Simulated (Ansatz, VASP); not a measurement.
# NaI: VASP beside Ansatz

POSCAR

```
NaI
1.0
    0.0000000000      3.2968067250      3.2968067250
    3.2968067250      0.0000000000      3.2968067250
    3.2968067250      3.2968067250      0.0000000000
Na I
1 1
Direct
    0.0000000000      0.0000000000      0.0000000000
    0.5000000000      0.5000000000      0.5000000000
```

INCAR.step1

```
PREC     = Accurate       # precision mode
ENCUT    = 520            # plane-wave cutoff, eV
ISMEAR   = 0              # smearing method
SIGMA    = 0.02           # smearing width, eV
LREAL    = False          # projectors in reciprocal space
LASPH    = True           # aspherical terms in the spheres
NELM     = 100            # most SCF steps
NBANDS   = 14             # bands
GGA      = PE             # functional
ALGO     = Normal         # electronic algorithm
EDIFF    = 1E-4           # SCF threshold, eV
LWAVE    = True           # write WAVECAR
LCHARG   = False          # write CHGCAR
```

File INCAR.step2:

```
PREC     = Accurate       # precision mode
ENCUT    = 520            # plane-wave cutoff, eV
EDIFF    = 1E-6           # SCF threshold, eV
ISMEAR   = 0              # smearing method
SIGMA    = 0.02           # smearing width, eV
LREAL    = False          # projectors in reciprocal space
LASPH    = True           # aspherical terms in the spheres
NELM     = 100            # most SCF steps
ALGO     = Normal         # electronic algorithm
ISIF     = 2              # what is computed and relaxed
LWAVE    = False          # write WAVECAR
LCHARG   = False          # write CHGCAR
METAGGA  = R2SCAN         # meta-GGA
LMIXTAU  = True         
NBANDS   = 14             # bands
ISTART   = 1
```

KPOINTS

```
Automatic mesh
0
Gamma
  6 6 6
```

Input for Ansatz:

```yaml
crystal:
  lattice:
    - [0.0, 3.2968067207, 3.2968067207]
    - [3.2968067207, 0.0, 3.2968067207]
    - [3.2968067207, 3.2968067207, 0.0]
  atoms:
    - { symbol: Na, position: [0.0, 0.0, 0.0] }
    - { symbol: I, position: [0.5, 0.5, 0.5] }
basis:
  ecutwfc: 500
kpoints:
  mp_grid: { grid: [6, 6, 6] }
hamiltonian:
  xc: r2scan
scf:
  occupations: { method: gaussian, width: 0.02 }
output:
  forces: true
  stress: true
  eigenvalues: true
```

Alike in both runs: task single point; functional r2SCAN; k mesh 6 × 6 × 6; occupations gaussian, width 0.02 eV; no spin polarisation.

|  | VASP | Ansatz |
| --- | --- | --- |
| version | VASP 6.6.1 | Ansatz 0.2.0 |
| potentials or method | VASP PAW PBE potentials, release 64 (Na_pv, I) | scalar-relativistic, plane waves, PAW |
| plane-wave cutoff (eV) | 520 | 500 |
| valence electrons in the cell | 14 | 26 |

Ansatz gave:

| Quantity | Value |
| --- | --- |
| gap on the k mesh at the Fermi level (eV) | 4.27 |
| least direct gap on the mesh (eV) | 4.27 |
| pressure (GPa) | -0.9 |

Q: Which values does VASP return?

A: gap on the k mesh at the Fermi level (eV): 4.28; least direct gap on the mesh (eV): 4.28; pressure (GPa): -1.0.

The two sets of potentials don't hold the same shells in valence.

Caveats: the PAW data sets were made with another functional, which shifts forces and pressure a little (VASP); spin-orbit coupling is left out, which moves the levels of the heavy elements. r2SCAN opens gaps a little over a GGA but as a rule still falls short of measured ones.
